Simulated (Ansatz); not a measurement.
**CdTe: relaxation of cell and atoms with PBEsol**

Crystal: CdTe.

```
CELL_PARAMETERS angstrom
0.00000 3.20500 3.20500
3.20500 0.00000 3.20500
3.20500 3.20500 0.00000
ATOMIC_POSITIONS crystal
Te 0.75000 0.75000 0.75000
Cd 0.00000 0.00000 0.00000
```

* Program: Ansatz 0.2.0
* Task: relaxation of cell and atoms
* Functional: PBEsol
* Potentials or basis: all-electron LAPW, scalar-relativistic
* Basis error allowed: 0.001 eV/atom
* k mesh: 7 × 7 × 7
* Occupations: fermi-dirac, width 0.05 eV
* Spin: no spin polarisation

```yaml
Relaxed_volume: 34.17 Å³/atom
Relaxed_cell: a = 4.589 Å, b = 4.589 Å, c = 4.589 Å, α = 60.00°, β = 60.00°, γ = 60.00°
Space_group_after_relaxing_to_0.05_Å: F-43m (No. 216)
Energy_gained_by_relaxing: 6.3 meV/atom
Ionic_steps: 5
Pressure_after_relaxing: 0.0 GPa
Band_gap_on_the_k_mesh: 0.65 eV
```

The path:
```csv
step,energy change (eV),largest force (eV/Å),volume (Å³)
1,0.0000,0.0000,65.84
2,-0.0087,0.0000,69.81
3,-0.0126,0.0000,68.44
4,-0.0127,0.0000,68.34
5,-0.0127,0.0000,68.34
```

Final structure:
```yaml
crystal:
  lattice:
    - [0.00000, 3.24496, 3.24496]
    - [3.24496, 0.00000, 3.24496]
    - [3.24496, 3.24496, 0.00000]
  atoms:
    - { symbol: Te, position: [0.75000, 0.75000, 0.75000] }
    - { symbol: Cd, position: [0.00000, 0.00000, 0.00000] }
```

It took 35 s on 1 thread of Arm Neoverse V2, with other jobs on the host, peak memory 0.31 GiB.

Caveat: spin-orbit coupling is left out, which moves the levels of the heavy elements; an odd mesh through Γ misses points on the zone boundary, where band edges often lie. Zero-point motion and thermal expansion aren't in these numbers.
